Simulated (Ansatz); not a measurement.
# Cu: equation of state with PBE

Cu:

```xyz
1
Lattice="-1.4428 1.4428 1.3761 1.4428 -1.4428 1.3761 1.4428 1.4428 -1.3761" Properties=species:S:1:pos:R:3 pbc="T T T"
Cu    0.0000    0.0000    0.0000
```

This isn't the form of Cu at room conditions, which is fcc.

```yaml
Program: Ansatz 0.2.0
Task: equation of state
Functional: PBE
Potentials_or_basis: all-electron LAPW, scalar-relativistic
Basis_error_allowed: 0.0005 eV/atom
k_mesh: 13 × 13 × 13
Occupations: fermi-dirac, width 0.05 eV
Spin: no spin polarisation
```

```
Equilibrium volume                        : 12.01 Å³/atom
Bulk modulus at fixed shape and positions : 138 GPa
Pressure derivative of the bulk modulus   : 5.1
```

Energy against volume, from the lowest point:
```tsv
volume (Å³/atom)	energy (meV/atom)
10.771	68.41
11.000	43.44
11.229	24.77
11.458	11.71
11.687	3.63
11.916	0.00
12.146	0.32
```

All runs of the series together: 100 s on 1 thread of Arm Neoverse V1, on a shared host.

Caveat: the cell was scaled at fixed shape and fractional positions, which overstates the stiffness of a crystal with free parameters, most of all of layers and chains.
